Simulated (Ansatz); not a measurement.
Runs of Ansatz 0.2.0 on Zn. The structure is cubic, space group Im-3m (No. 229). Conventional cell: a = 3.138 Å, b = 3.138 Å, c = 3.138 Å, α = 90.00°, β = 90.00°, γ = 90.00°. Around Zn (site symmetry m-3m) lie 8 Zn at 2.72 Å. This isn't the form of Zn at room conditions, which is hcp.

```csv
task,level,potentials or basis,cell,cutoff (eV),smearing,basis error allowed,gap on the mesh (eV),pressure (GPa)
electrostatic potential,RPBE,all-electron PAW datasets made for the crystal,cell strained at random at fixed volume,260,methfessel-paxton 0.15 eV,-,none,2.5
single point,PBE,"all-electron LAPW, scalar-relativistic",as given,253,fermi-dirac 0.05 eV,0.001 eV/atom,none,-0.3
electrostatic potential,r2SCAN+D3(BJ),all-electron PAW datasets made for the crystal,as given,260,cold 0.1 eV,-,none,(a)
single point,PBE,"all-electron LAPW, scalar-relativistic",cell strained at random at fixed volume,265,fermi-dirac 0.05 eV,0.001 eV/atom,none,-0.1
```

Alike in all rows: no spin polarisation; k mesh 12 × 12 × 12.

Fill in the values left out.

(a) -7.1.

Caveats: pairwise dispersion overbinds metals, which lowers pressure and volume (some runs); the dispersion damping was fitted for another functional or another form of the correction (some runs).

A gap of «none» marks a metal or a gap under the smearing width.

The runs don't all hold the same shells in valence.
